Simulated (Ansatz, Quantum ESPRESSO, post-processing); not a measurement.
# Screening and band shifts of honeycomb SnTe, 1 layer, part 2 of 2

Aim: how honeycomb SnTe, 1 layer screens a field along its normal, and what the field does to its bands.

Quantum ESPRESSO 7.5; plane-wave DFT, PBE, PseudoDojo norm-conserving pseudopotentials; geometry and cross-check by Ansatz 0.2.0 with PAW datasets.

So far. Step 13 (Band structure: field -0.2 V/Å): Along this path the valence top lies at Γ and the conduction bottom between Γ and M. Step 14 (Density by pp.x): The density integrates to 30.000 electrons, as the 30 of the input ask.

## 16. Charge moved by a field of 0.2 V/Å

Read from the output:

* largest charge moved across a plane: 0.001142 e/Å²
* dipole step: -0.8993 eV

The planar mean by z:

z (Å), planar mean (e/Å³) and a bar from the least value:
```
      2.0    0.00000 ###############
      2.5    0.00000 ###############
      3.0    0.00000 ###############
      3.5    0.00000 ###############
      4.0    0.00000 ###############
      4.5    0.00001 ###############
      5.0    0.00002 ################
      5.5    0.00006 #################
      6.0    0.00014 ###################
      6.5    0.00032 #######################
      7.0    0.00057 #############################
      7.5    0.00062 ##############################
      8.0    0.00030 ######################
      8.5    0.00019 ####################
      9.0    0.00006 #################
      9.5   -0.00007 ##############
     10.0   -0.00011 #############
     10.5   -0.00014 ############
     11.0   -0.00043 #####
     11.5   -0.00064 
     12.0   -0.00047 ####
     12.5   -0.00025 #########
     13.0   -0.00011 #############
     13.5   -0.00005 ##############
     14.0   -0.00002 ###############
     14.5   -0.00001 ###############
     15.0    0.00000 ###############
     15.5    0.00000 ###############
     16.0    0.00000 ###############
     16.5    0.00000 ###############
     17.0    0.00000 ###############
```

Running integral, electrons below z against z:

z (Å), running integral, electrons below z (e/Å²) and a bar:
```
      2.5    0.00000 
      3.0    0.00000 
      3.5    0.00000 
      4.0    0.00000 
      4.5    0.00000 
      5.0    0.00001 
      5.5    0.00003 #
      6.0    0.00009 ##
      6.5    0.00020 #####
      7.0    0.00044 ############
      7.5    0.00075 ####################
      8.0    0.00097 ##########################
      8.5    0.00108 #############################
      9.0    0.00114 ##############################
      9.5    0.00113 ##############################
     10.0    0.00108 #############################
     10.5    0.00102 ###########################
     11.0    0.00088 #######################
     11.5    0.00058 ###############
     12.0    0.00030 ########
     12.5    0.00014 ####
     13.0    0.00006 ##
     13.5    0.00002 #
     14.0    0.00001 
     14.5    0.00000 
     15.0    0.00000 
     15.5    0.00000 
     16.0    0.00000 
     16.5    0.00000
```

## 17. Polarisability from the dipole between 0 and 0.1 V/A

This step gave:

```
change of slope in the vacuum : 0.09996 eV/Å
polarisability a cell         : 5.425 Å³
sheet polarisability 4πα/A    : 4.496 Å
```

The change of the potential energy, second field less first by z:

```
z (Å)  change of the potential energy, second field less first (eV)
    0                                                        -0.362
    1                                                        -0.617
    2                                                        -0.517
    3                                                        -0.417
    4                                                        -0.317
    5                                                        -0.218
    6                                                        -0.121
    7                                                       -0.0392
    8                                                      -0.00305
    9                                                       0.00101
   10                                                       -6.0e-4
   11                                                       0.00770
   12                                                        0.0518
   13                                                         0.136
   14                                                         0.234
   15                                                         0.333
   16                                                         0.433
   17                                                         0.533
   18                                                         0.633
```

## 18. Dipole against field

The dipole along the normal, dipole moment by applied field:

```
applied field (V/Å)  dipole along the normal, dipole moment (e·Å)
             -0.200                                       -0.0283
              0.000                                        0.0474
              0.100                                        0.0851
              0.200                                         0.123
```

## 19. The same in Ansatz: field 0.1 V/Å

As a check, the same structure is run in Ansatz.

Level of this step: plane-wave DFT, PBE, Ansatz PAW (Ansatz 0.2.0).

input.yaml

```yaml
crystal:
  lattice:
    - [4.1841957471, 0.0, 0.0]
    - [-2.0920978735, 3.6236198114, 0.0]
    - [0.0, 0.0, 18.69]
  atoms:
    - { symbol: Te, position: [0.6666666667, 0.3333333333, 0.4549697853] }
    - { symbol: Sn, position: [0.3333333333, 0.6666666667, 0.5450302147] }
kpoints:
  mp_grid: { grid: [6, 6, 1] }
hamiltonian:
  xc: pbe
scf:
  occupations: { method: fermi_dirac, width: 0.054 }
  convergence: { dr2_threshold: 1.0e-09 }
efield:
  axis: 3
  dipole_correction: true
  ramp_position: 0.97
  ramp_width: 0.04
  amplitude: 0.1
output:
  write_potential: true
  write_density: true
  volumetric_format: npy
```

Started as:

```bash
ansatz run input.yaml --threads 4 --pin off --max-ram 8192MiB --backend cpu --events-out ev --progress --plain --runs-dir out
```

It took 1.4 s on 4 threads of Arm Neoverse V2, shared host; peak memory 0.47 GiB; 4.9 s of CPU time.

This step gave:

- free energy: -13004.5047 eV
- Fermi energy: -1.280 eV
- gap by band count: 1.916 eV
- dipole along the normal: 0.08412 e·Å

At 0.1 V/Å Ansatz's dipole is 0.0841 e Å against 0.0851 from pw.x.

## 20. Cross-check with Ansatz: field -0.1 V/Å

input.yaml, as its differences from the input of step 19:

```diff
@@ -20,3 +20,3 @@
   ramp_width: 0.04
-  amplitude: 0.1
+  amplitude: -0.1
 output:
```

It took 1.4 s on 4 threads; peak memory 0.47 GiB.

Read from the output:

```
free energy             : -13004.4955 eV
Fermi energy            : -1.327 eV
gap by band count       : 1.903 eV
dipole along the normal : 0.008660 e·Å
```

## 21. Dipole against field, Ansatz

Dipole along the normal, dipole moment against applied field:

```
applied field (V/Å)  dipole along the normal, dipole moment (e·Å)
            -0.1000                                       0.00866
             0.0000                                        0.0464
             0.1000                                        0.0841
```

## 22. Ground state, with diagonalization = paro

A sensitivity test on the input.

Level of this step: plane-wave DFT, PBE, PseudoDojo norm-conserving pseudopotentials (Quantum ESPRESSO 7.5).

f1.w0.in

```
&control
  prefix = 'f1.w0'
  outdir = './out'
  pseudo_dir = './pseudo'
  calculation = 'scf'
  tprnfor = .true.
  tefield = .true.
  dipfield = .true.
/
&system
  ibrav = 0
  nat = 2
  ntyp = 2
  ecutwfc = 68
  ecutrho = 272
  occupations = 'smearing'
  smearing = 'fd'
  degauss = 0.004
  edir = 3
  emaxpos = 0.97
  eopreg = 0.04
  eamp = 0.00194469
/
&electrons
  conv_thr = 1e-09
  mixing_beta = 0.4
  electron_maxstep = 120
  mixing_mode = 'plain'
  diagonalization = 'paro'
/
ATOMIC_SPECIES
  Te  127.6000  Te.dojo-sr-pbe-0.4.1-standard.upf
  Sn  118.7100  Sn.dojo-sr-pbe-0.4.1-standard.upf
CELL_PARAMETERS angstrom
  4.18419574705358 0.00000000000000 0.00000000000000
  -2.09209787352679 3.62361981135521 -0.00000000000000
  0.00000000000000 0.00000000000000 18.69000000000000
ATOMIC_POSITIONS crystal
  Te  0.666666666667 0.333333333333 0.454969785345
  Sn  0.333333333333 0.666666666667 0.545030214655
K_POINTS automatic
  6 6 1 0 0 0
```

Started as:

```bash
OMP_NUM_THREADS=1 mpirun -n 4 pw.x -nk 2 -in f1.w0.in > f1.w0.out
```

It took 69 s on 4 MPI ranks; peak memory 0.5 GiB.

Beside the run it was changed from:

```
                     quantity   this run  unchanged run  difference
dipole along the normal (e·Å)    0.08517        0.08509      8.3e-5
             free energy (eV)  -4998.128      -4998.128           0
                wall time (s)         69             26            
               SCF iterations         10              8
```

The free energy moves by +0 meV an atom.

This run starts from superposed atoms, the unchanged one from a saved density, so their iteration counts don't compare.

The physical values in this table move by up to 0.098 %.

## 23. The arithmetic

α = Δp/E = (0.08509 − (0.04743)) e Å / 0.1 V/Å = 0.3766 e Å²/V; times e/(4πε₀) = 14.40 V Å this is 5.423 Å³. With A = 15.162 Å², 4πα/A = 4.495 Å.

## 24. What came out

```yaml
polarisability_along_the_normal_a_cell: 5.43 Å³
sheet_polarisability_4pi_alpha_a: 4.50 Å
dipole_without_a_field: 0.0474 e·Å
kohn_sham_ionisation_potential_upper_face: 5.01 eV
gap_along_the_path_at_0_v_a: 1.90 eV
gap_along_the_path_at_0p2_v_a: 1.91 eV
gap_along_the_path_at_minus_0p2_v_a: 1.89 eV
```

**Reading.** The sheet answers a field with a polarisability of 5.43 Å³ a cell, or 4πα/A = 4.50 Å (PBE, PseudoDojo norm-conserving). In pw.x the dipole follows the field linearly over the range tried. A perfect conductor 4.50 Å thick would screen alike; the outer atoms lie 1.68 Å apart. At 0.1 V/Å the sheet takes 0.450 eV off the potential drop. At 0.2 V/Å the gap along the path goes from 1.90 to 1.91 eV. Quantum ESPRESSO and Ansatz give 5.425 and 5.433 Å³ for the polarisability (pw.x from 0 and 0.1 V/Å, Ansatz from ±0.1 V/Å), which agree. The ions stay at their zero-field places, so this is the electrons' response alone. Semilocal gaps are too small, and in strong fields empty levels can belong to the vacuum. Spin-orbit coupling is left out; depending on the atoms that carry the levels of interest, it can split and shift them by tens to hundreds of meV.

[Logs are printed without paths, hosts, clocks, repeated set-up lines and the standing remarks that a program may print on its own settings, such as how far it seeks lower states.]

[Hosts, paths, dates, database ids (printed as entryN), source tags and the programs' standing remarks are cut or masked in the printed files.]

[Maps of the electrostatic potential energy from Ansatz leave out the sawtooth potential of an applied field or a dipole correction, so their vacuum need not be flat; planar profiles and work functions include it.]
